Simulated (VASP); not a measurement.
The system is AlN.

```
Al N
1.0
     0.00000    2.02196    2.02196
     2.02196    0.00000    2.02196
     2.02196    2.02196    0.00000
Al N
1 1
Cartesian
  2.0220 2.0220 2.0220
  0.0000 0.0000 0.0000
```

Measurements of this composition are mostly on another form, of space group No. 186.

Base run:

```yaml
Program: VASP 6.6.1
Functional: PBEsol
Potentials_or_basis: VASP PAW PBE potentials, release 64 (Al, N)
Cutoff: 520 eV
k_mesh: 10 × 10 × 10
Occupations: gaussian, width 0.02 eV
Spin: no spin polarisation
```

Its results: band gap on the k mesh 4.55 eV, indirect (least direct gap 5.66 eV).

Problem. The run is repeated on the same cell with these changes: functional from PBEsol to TB-mBJ. What comes out?

Solution. Band gap on the k mesh 5.74 eV, indirect (least direct gap 6.65 eV).
